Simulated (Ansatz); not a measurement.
# LiH (Fm-3m): relaxing the cell for a phonon run

Task: relax LiH (Fm-3m) tightly.

Calculated with Ansatz 0.2.0; DFT PBE, scalar-relativistic, plane waves, PAW.

The database entry behind the starting cell differs from later determinations by our own check (the deuteride, about 0.2 % short), so it need not match the best structure at ambient conditions.

### 1. The starting structure

It takes space group Fm-3m (No. 225, cubic). The conventional cell has a = 4.074 Å, b = 4.074 Å, c = 4.074 Å, α = 90.00°, β = 90.00°, γ = 90.00°. Nearest to Li lie 6 H at 2.04 Å. H has 6 Li at 2.04 Å nearest. Farther neighbours are not listed.

### 2. A coarse first look

First a cheap look: the gap decides the mesh and the occupations, the pressure tells how far the cell has to move.

File input.yaml:

```yaml
crystal:
  lattice:
    - [0.0, 2.03675, 2.03675]
    - [2.03675, 0.0, 2.03675]
    - [2.03675, 2.03675, 0.0]
  atoms:
    - { symbol: Li, position: [0.0, 0.0, 0.0] }
    - { symbol: H, position: [0.5, 0.5, 0.5] }
kpoints:
  mp_grid: { grid: [8, 8, 8] }
hamiltonian:
  xc: pbe
scf:
  occupations: { method: gaussian, width: 0.1 }
output:
  forces: true
  stress: true
  eigenvalues: true
```

On the command line:

```
$ ansatz run input.yaml --threads 4 --pin off --max-ram 7168MiB --backend cpu --events-out ev --progress --plain --runs-dir out
```

Numbers of over 12 decimals in the logs are rounded to 6 here.

Log:

```text
Engine: ansatz 0.2.0, aarch64-unknown-linux-gnu
Pseudopotentials: kind: paw
Pseudopotential: Li, paw, valence charge 3, recommended cutoff 420 eV (normal), Li.paw.azcp
Pseudopotential: H, paw, valence charge 1, recommended cutoff 420 eV (normal), H.paw.azcp
Functional definition: PBE
  parameter kappa = 0.804
  parameter beta = 0.066725
  exchange = pbe_x(kappa = kappa, mu = beta*pi^2/3)
[...]
0.000000       0.000000      -1.650570
  P = ⅓ Tr σ = -1.6506 GPa (-16.506 kbar)
--- Band table (eV; the first three rows and the last of 29) ---
  k-point 0: bands = ["-43.8335", "-4.7738", "15.9632", "17.8813", "17.8813", "17.8813"]
  k-point 1: bands = ["-43.8279", "-4.5024", "13.9140", "16.5412", "17.3567", "17.3567"]
  k-point 2: bands = ["-43.8143", "-3.7244", "9.9438", "15.0837", "16.6897", "16.6897"]
  k-point 28: bands = ["-43.7831", "0.2804", "5.7172", "5.7172", "11.8821", "17.6003"]
[key lines of the parts left out:]
SCF converged after 6 iterations
Free energy (F): -221.387351 eV
Fermi energy:    1.994481 eV
```

The job ended after 0.24 s (4 threads of Arm Neoverse V1, shared host; peak memory 0.23 GiB; 0.53 s of CPU time).

Numbers from this step:

```
pressure           : -1.651 GPa
gap on the k-mesh  : 3.019 eV
volume per atom    : 8.449 Å³
direct gap on mesh : 3.019 eV
```

The coarse mesh shows a gap of 3.02 eV and a pressure of -1.7 GPa.

### 3. Bringing the structure to rest

The cell and atoms are relaxed, since residual forces and stress would shift the frequencies.

input.yaml, the sections that differ from step 2:

```yaml
kpoints:
  mp_grid: { grid: [10, 10, 10] }
scf:
  occupations: { method: gaussian, width: 0.02 }
output:
  forces: true
  stress: true
  eigenvalues: true
  write_density: true
  write_potential: true
  elf: true
  volumetric_format: npy
relax:
  adjacent_minimum: "off"
  f_tol: 0.005
  max_steps: 80
  cell: { stress_tol: 0.05 }
# crystal, hamiltonian: as in step 2
```

Log:

```text
[...]
Crystal: 2 atoms, lattice volume = 16.898 Å³
Basis set: ecut = 420 eV, 331 PW (Γ), exchange–correlation on 40×40×40 points (8 copies of the dense FFT grid, shifted against one another)
Bands: 6, of which v1, the nominal top of the filled ones, is band 2 counted from 1 (1 counted from 0)
Symmetry: 48 space group operations
[...]
k-points: 47 of 1000
[...]
SCF iter   1: F=—  HF=-221.387368 eV  |F-HF|=—  |Δ(HF+E_count)|=         —  Δρ=9.15e-4  dr2=6.97e-5  ethr=1.77e-3  ⟨swp⟩=5.3  Hψ=2311  notcnv=0
[...]
SCF iter   6: F=-221.387409 eV  HF=-221.387409 eV  |F-HF|=5.40e-13  |Δ(HF+E_count)|=  5.19e-11  Δρ=1.28e-7  dr2=2.84e-12  ethr=5.12e-12  ⟨swp⟩=2.9  Hψ=936  notcnv=0
SCF 1 converged in 6 iterations: F = -221.387409 eV  dr2 = 2.84e-12
[...]
relax step   1: F+E_penalty+E_count = -221.38740872 eV  Δ(F+E_penalty+E_count) = +0.000e0 eV  max|allowed force component| = 4.273e-30 eV/Å  Δτ_max = 0.0000 Å  P = -1.653 GPa  Ω = 16.898 Å³  (6 SCF iters, accepted)
Crystal: 2 atoms, lattice volume = 16.281 Å³
[...]
iter 1 solved again at ethr=2.04e-5 eV; its pass at ethr=3.10e-3 eV (dr2=8.15e-4 eV) is discarded
[...]
SCF iter   4: F=-221.391878 eV  HF=-221.391878 eV  |F-HF|=2.26e-10  |Δ(HF+E_count)|=   1.73e-7  Δρ=3.31e-6  dr2=1.66e-9  ethr=5.00e-9  ⟨swp⟩=7.0  Hψ=1605  notcnv=0
SCF 2 converged in 4 iterations: F = -221.391878 eV  dr2 = 1.66e-9
relax step   2: F+E_penalty+E_count = -221.39187769 eV  Δ(F+E_penalty+E_count) = -4.469e-3 eV  max|allowed force component| = 2.599e-31 eV/Å  Δτ_max = 0.0000 Å  P = -0.419 GPa  Ω = 16.281 Å³  energy of the carried Pulay correction = +4.152e-4 eV  (4 SCF iters, dr2 threshold 2.00e-7 eV, accepted)
Crystal: 2 atoms, lattice volume = 16.082 Å³
[...]
SCF iter   3: F=-221.392264 eV  HF=-221.392264 eV  |F-HF|=2.50e-8  |Δ(HF+E_count)|=   4.76e-6  Δρ=2.39e-5  dr2=3.57e-8  ethr=5.00e-9  ⟨swp⟩=4.5  Hψ=1149  notcnv=0
SCF 3 converged in 3 iterations: F = -221.392264 eV  dr2 = 3.57e-8
relax step   3: F+E_penalty+E_count = -221.39226383 eV  Δ(F+E_penalty+E_count) = -3.861e-4 eV  max|allowed force component| = 2.249e-31 eV/Å  Δτ_max = 0.0000 Å  P = +0.023 GPa  Ω = 16.082 Å³  energy of the carried Pulay correction = +5.529e-4 eV  (3 SCF iters, dr2 threshold 2.00e-7 eV, accepted)
[...]
SCF iter   4: F=-221.391733 eV  HF=-221.391733 eV  |F-HF|=6.82e-13  |Δ(HF+E_count)|=   1.21e-9  Δρ=2.52e-7  dr2=6.24e-12  ethr=1.00e-12  ⟨swp⟩=4.8  Hψ=744  notcnv=0
SCF 4 converged in 4 iterations: F = -221.391733 eV  dr2 = 6.24e-12
relax step   4: F+E_penalty+E_count = -221.39173308 eV  Δ(F+E_penalty+E_count) = +5.308e-4 eV  max|allowed force component| = 3.081e-31 eV/Å  Δτ_max = 0.0000 Å  P = +0.007 GPa  Ω = 16.082 Å³  stress off target by 6.81e-3 GPa  SCF on the basis re-selected at this cell (its energy is not comparable with the rows above)  (4 SCF iters)
basis re-selected at this cell: Δ(F+E_penalty+E_count) = +5.308e-4 eV, ΔP = -0.016 GPa vs the last step (what re-selecting the basis moved, of the pressure what is left beyond the Pulay correction that the steps carried, after the strain that the cell walked since its last selection, with what the two solves' SCF thresholds leave and, on support functions, any second-order correction that the steps lacked; it is no m [...]
SCF converged after 4 iterations
Free energy (F): -221.391733 eV
[...]
Internal energy: -221.391733 eV  (E = F + TS)
E sigma→0 (E₀):  -221.391733 eV
Fermi energy:    2.235060 eV
[...]
--- Stress (GPa, compression-positive) ---
        0.006812       0.000000       0.000000
        0.000000       0.006812       0.000000
        0.000000       0.000000       0.006812
  P = ⅓ Tr σ = 0.0068 GPa (0.068 kbar)
--- Band table (eV; the first three rows and the last of 47) ---
[...]
--- Relaxed structure (3 steps of the walk, 3 accepted, 1 SCFs on fresh bases) ---
  F+E_penalty+E_count = -221.39173308 eV   max|allowed force component| = 3.081e-31 eV/Å   (the final SCF, on the basis selected at the relaxed cell)
  cell:  # Å, volume = 16.0817 Å³
    - [0, 2.003399, 2.003399]
    - [2.003399, 0, 2.003399]
    - [2.003399, 2.003399, 0]
  atoms:
    - { symbol: Li, position: [0, 0, 0] }
    - { symbol: H, position: [0.5, 0.5, 0.5] }
```

The job ended after 0.89 s (4 threads; peak memory 0.27 GiB; 2.5 s of CPU time).

Step by step:

```csv
step,energy less that of the first step (eV),largest force component (eV/Å),pressure (GPa),volume (Å³)
1,0.0000,0.0000,-1.65,16.90
2,-0.0045,0.0000,-0.42,16.28
3,-0.0049,0.0000,0.02,16.08
4*,-0.0043,0.0000,0.01,16.08
```

Relaxation steps marked * repeat the geometry before them on a plane-wave basis chosen anew for their cell, so energy and pressure can jump there.

The run keeps the 48 symmetry operations that it works with, so distortions that break them were not tested.

```csv
"conventional cell, symmetrised",before,after,change
a (Å),4.074,4.007,-1.6 %
b (Å),4.074,4.007,-1.6 %
c (Å),4.074,4.007,-1.6 %
volume (Å³/atom),8.45,8.04,-4.8 %
```

The relaxed structure:

```xyz
2
Lattice="0.0000 2.0034 2.0034 2.0034 0.0000 2.0034 2.0034 2.0034 0.0000" Properties=species:S:1:pos:R:3 pbc="T T T"
Li    0.0000    0.0000    0.0000
H     2.0034    2.0034    2.0034
```

This step gave:

| Item | Value |
| --- | --- |
| pressure | 0.006812 GPa |
| gap on the k-mesh | 2.984 eV |
| volume per atom | 8.041 Å³ |
| direct gap on mesh | 2.984 eV |

Valence density in the ac plane of the conventional cell at fractional y = 0.000, with atoms of Li and H within 0.2 Å of it. It is the smooth field of the valence electrons, not physical close to the nuclei.

Ten steps, logarithmic in the rise over the least value, from '_' (0.1 e/Å³) to '@' (7.9 e/Å³), each cell a mean:
```
@@##::__::--++++==::..__==%%
++--____..::------::____..==
..________..::::....________
....______________________..
--::..______::--..____..::::
++==::..__--##%%**..__..--==
**++--....++@@@@%%--__::--++
++==::..__==%%@@##::__::--++
----::____..==++--____..::--
::....________..________..::
____________......__________
--..____..::::--::..______::
%%**..__..--==++==::..__--##
@@%%--__::--++**++--....++@@
```
Columns run along a (4.0 Å), rows up along c (4.0 Å), edges of the conventional cell, whose origin can differ from the input's. Atoms in or near the plane, at fractional coordinates: Li at (0.00, 0.00), Li at (0.50, 0.50), H at (0.50, 0.00), H at (0.00, 0.50).

ELF in the ac plane of the conventional cell at fractional y = 0.000, with atoms of Li and H within 0.2 Å of it. It is the smooth field of the valence electrons, not physical close to the nuclei.

Ten even steps from '_' (0.42 × 1e-1) to '@' (9.99 × 1e-1), each cell a mean:
```
@@**__..%%@@@@@@@@@@++__::%%
--..__..**@@@@@@@@%%==____::
______..--**%%%%##++::______
**++--..............__::==++
@@@@##--______..____..++%%@@
@@@@@@++__..**##==__..##@@@@
@@@@@@**__--@@@@##....%%@@@@
@@@@@@++__::%%@@**__..%%@@@@
@@@@%%==____::--..__..**@@@@
%%##++::____________..--**%%
......__::==++**++--........
..____..++%%@@@@@@##--______
##==__..##@@@@@@@@@@++__..**
@@##....%%@@@@@@@@@@**__--@@
```
Columns run along a (4.0 Å), rows up along c (4.0 Å), edges of the conventional cell, whose origin can differ from the input's. Atoms in or near the plane, at fractional coordinates: Li at (0.00, 0.00), Li at (0.50, 0.50), H at (0.50, 0.00), H at (0.00, 0.50).

Electrostatic potential energy in the ac plane of the conventional cell at fractional y = 0.000, with atoms of Li and H within 0.2 Å of it. With pseudopotentials it is smooth inside the atoms' cores, unlike the true potential.

Ten even steps from '0' (-35 eV) to '9' (4 eV), each cell a mean:
```
13699941699852
46899998999975
88999999999998
99999999999999
99999866789999
58998632479996
05998410269981
16998521369994
89999754689999
99999988899999
99999999999999
67899999999986
24799965899863
02699810599841
```
Columns run along a (4.0 Å; values clipped at the 3rd and 97th percentile), rows up along c (4.0 Å), edges of the conventional cell, whose origin can differ from the input's. Atoms in or near the plane, at fractional coordinates: Li at (0.00, 0.00), Li at (0.50, 0.50), H at (0.50, 0.00), H at (0.00, 0.50).

In this step the volume went from 8.45 to 8.04 Å³/atom.

### 4. Relaxing to small forces for the phonons

Phonons need a cell at rest on their own settings, so the relaxation is repeated with tight tolerances on forces and stress on the k mesh and occupations of the first response run.

input.yaml, the sections that differ from step 3:

```yaml
crystal:
  lattice:
    - [0.0, 2.0033987323, 2.0033987323]
    - [2.0033987323, 0.0, 2.0033987323]
    - [2.0033987323, 2.0033987323, 0.0]
  atoms:
    - { symbol: Li, position: [0.0, 0.0, 0.0] }
    - { symbol: H, position: [0.5, 0.5, 0.5] }
kpoints:
  mp_grid: { grid: [12, 12, 12] }
scf:
  occupations: { method: fixed }
relax:
  adjacent_minimum: "off"
  f_tol: 0.001
  max_steps: 60
  cell: { stress_tol: 0.01 }
# hamiltonian, output: as in step 3
```

Log:

```text
[...]
Crystal: 2 atoms, lattice volume = 16.082 Å³
Basis set: ecut = 420 eV, 331 PW (Γ), exchange–correlation on 40×40×40 points (8 copies of the dense FFT grid, shifted against one another)
Bands: 6, of which v1, the nominal top of the filled ones, is band 2 counted from 1 (1 counted from 0)
[... 1 set-up line as in the run before ...]
[...]
k-points: 72 of 1728
[...]
P = ⅓ Tr σ = 0.0060 GPa (0.060 kbar)
--- Band table (eV; the first three rows and the last of 72) ---
[...]
--- Relaxed structure (1 steps of the walk, 1 accepted, 1 SCFs on fresh bases) ---
[...]
cell:  # Å, volume = 16.0817 Å³
    - [0.0, 2.0033987323, 2.0033987323]
    - [2.0033987323, 0.0, 2.0033987323]
    - [2.0033987323, 2.0033987323, 0.0]
  atoms:
    - { symbol: Li, position: [0.0, 0.0, 0.0] }
    - { symbol: H, position: [0.500000, 0.500000, 0.500000] }
[key lines of the parts left out:]
SCF converged after 6 iterations
Free energy (F): -221.391760 eV
Fermi energy:    0.742862 eV
```

Run time: 0.62 s. Hardware: 4 threads; peak memory 0.26 GiB; 1.8 s of CPU time.

Little changed from the start: no atom moved by 0.005 Å and no cell edge by 0.1 %.

Numbers from this step:

```yaml
pressure: 0.006004 GPa
```

Valence density in the ac plane of the conventional cell at fractional y = 0.000, with atoms of Li and H within 0.2 Å of it. It is the smooth field of the valence electrons, not physical close to the nuclei.

Ten steps, logarithmic in the rise over the least value, from '0' (0.1 e/Å³) to '9' (7.9 e/Å³), each cell a mean:
```
97202355421048
53001233320014
10000122110000
11000000000001
32100023100122
54210378610134
65311599830235
54210489720235
33200145300123
21100001000012
00000011100000
31001223210002
86101345421037
98302356531159
```
Columns run along a (4.0 Å), rows up along c (4.0 Å), edges of the conventional cell, whose origin can differ from the input's. Atoms in or near the plane, at fractional coordinates: Li at (0.00, 0.00), Li at (0.50, 0.50), H at (0.50, 0.00), H at (0.00, 0.50).

ELF in the ac plane of the conventional cell at fractional y = 0.000, with atoms of Li and H within 0.2 Å of it. It is the smooth field of the valence electrons, not physical close to the nuclei.

Values in units of 1e-1, 14 rows by 14 columns, each cell a mean:
```
 9.4  6.6  1.2  2.3  8.4  9.9 10.0 10.0 10.0  9.7  6.0  0.9  3.2  8.4
 4.0  1.9  0.4  2.0  6.9  9.4  9.9  9.9  9.8  8.9  4.6  0.8  1.0  3.2
 1.0  0.9  0.9  1.5  4.1  6.9  8.4  8.5  8.0  5.9  2.5  1.0  0.8  0.9
 6.2  5.7  4.0  2.0  1.5  2.0  2.3  2.3  2.1  1.6  1.3  2.5  4.6  6.0
 9.7  9.4  7.9  4.0  0.9  0.4  1.2  1.9  1.0  0.5  1.6  5.9  8.9  9.7
10.0  9.9  9.4  5.7  0.9  1.9  6.6  7.7  4.9  1.0  2.1  8.0  9.8 10.0
10.0 10.0  9.7  6.2  1.0  4.0  9.4  9.9  7.7  1.9  2.3  8.5  9.9 10.0
10.0 10.0  9.7  6.0  0.9  3.2  8.4  9.4  6.6  1.2  2.3  8.4  9.9 10.0
 9.9  9.8  8.9  4.6  0.8  1.0  3.2  4.0  1.9  0.4  2.0  6.9  9.4  9.9
 8.5  8.0  5.9  2.5  1.0  0.8  0.9  1.0  0.9  0.9  1.5  4.1  6.9  8.4
 2.3  2.1  1.6  1.3  2.5  4.6  6.0  6.2  5.7  4.0  2.0  1.5  2.0  2.3
 1.9  1.0  0.5  1.6  5.9  8.9  9.7  9.7  9.4  7.9  4.0  0.9  0.4  1.2
 7.7  4.9  1.0  2.1  8.0  9.8 10.0 10.0  9.9  9.4  5.7  0.9  1.9  6.6
 9.9  7.7  1.9  2.3  8.5  9.9 10.0 10.0 10.0  9.7  6.2  1.0  4.0  9.4
```
Columns run along a (4.0 Å), rows up along c (4.0 Å), edges of the conventional cell, whose origin can differ from the input's. Atoms in or near the plane, at fractional coordinates: Li at (0.00, 0.00), Li at (0.50, 0.50), H at (0.50, 0.00), H at (0.00, 0.50).

Electrostatic potential energy in the ac plane of the conventional cell at fractional y = 0.000, with atoms of Li and H within 0.2 Å of it. With pseudopotentials it is smooth inside the atoms' cores, unlike the true potential.

Ten even steps from '_' (-35 eV) to '@' (4 eV), each cell a mean:
```
..--**@@@@@@==..**@@@@%%++::
==**%%@@@@@@@@%%@@@@@@@@##++
%%%%@@@@@@@@@@@@@@@@@@@@@@%%
@@@@@@@@@@@@@@@@@@@@@@@@@@@@
@@@@@@@@@@%%****##%%@@@@@@@@
++%%@@@@%%**--::==##@@@@@@**
__++@@@@%%==..__::**@@@@%%..
..**@@@@%%++::..--**@@@@@@==
%%@@@@@@@@##++==**%%@@@@@@@@
@@@@@@@@@@@@%%%%%%@@@@@@@@@@
@@@@@@@@@@@@@@@@@@@@@@@@@@@@
**##%%@@@@@@@@@@@@@@@@@@%%**
::==##@@@@@@**++%%@@@@%%**--
__::**@@@@%%..__++@@@@%%==..
```
Columns run along a (4.0 Å; values clipped at the 3rd and 97th percentile), rows up along c (4.0 Å), edges of the conventional cell, whose origin can differ from the input's. Atoms in or near the plane, at fractional coordinates: Li at (0.00, 0.00), Li at (0.50, 0.50), H at (0.50, 0.00), H at (0.00, 0.50).

The forces vanish by symmetry and the pressure is 0.006 GPa, within the tolerances set. The cell now holds 8.04 Å³/atom.

### 5. Results

```
space group after relaxation (within 0.01 Å) : Fm-3m
lattice constant a                           : 4.007 Å
lattice constant b                           : 4.007 Å
lattice constant c                           : 4.007 Å
volume per atom                              : 8.04 Å³
gap on the k-mesh                            : 2.98 eV
```

In words: The forces vanish by symmetry and the pressure is 0.006 GPa, within the tolerances set. The cell now holds 8.04 Å³/atom. The relaxation keeps the symmetry of its start, so it says nothing on stability against lower symmetry.

[Logs are printed without paths, hosts, clocks, repeated set-up lines and the standing remarks that a program may print on its own settings, such as how far it seeks lower states.]

[Hosts, paths, dates, database ids (printed as entryN), source tags and the programs' standing remarks are cut or masked in the printed files.]
